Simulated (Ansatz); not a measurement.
The system is CoSi.

```
Co Si
1.0
     4.43800    0.00000    0.00000
     0.00000    4.43800    0.00000
     0.00000    0.00000    4.43800
Co Si
4 4
Direct
  0.86000 0.64000 0.36000
  0.64000 0.36000 0.86000
  0.36000 0.86000 0.64000
  0.14000 0.14000 0.14000
  0.15700 0.34300 0.65700
  0.34300 0.65700 0.15700
  0.65700 0.15700 0.34300
  0.84300 0.84300 0.84300
```

Base run:

- Program: Ansatz 0.2.0
- Functional: r2SCAN
- Potentials or basis: Ansatz PAW
- Cutoff: 500 eV
- Density cutoff: 2000 eV
- k mesh: 5 × 5 × 5
- Occupations: fermi-dirac, width 0.05 eV
- Spin: collinear spin, ferromagnetic start
- Starting moments: [2.0, 2.0, 2.0, 2.0, 0.0, 0.0, 0.0, 0.0] μB
- Hubbard terms: Co d U = 6 eV

Its results: band gap on the k mesh none (metal or under the smearing width); pressure 11.5 GPa; net moment 4.00 μB per cell; site moments Co +1.30; Si -0.11 μB; largest force 0.483 eV/Å.

Q: The run is repeated on the same cell with these changes: hubbard terms from Co d U = 6 eV to Co d U = 5 eV. What comes out?

A: Band gap on the k mesh none (metal or under the smearing width); pressure 7.1 GPa; net moment 4.00 μB per cell; site moments Co +1.24; Si -0.08 μB; largest force 0.366 eV/Å.

Caveats: the magnetic or orbital state may not be the lowest; the PAW data sets come from PBE, with cores solved anew for the run's functional, which leaves a small shift of forces and pressure; the U is typed as a test and isn't derived for this compound.

Not every run made on this cell is shown here.
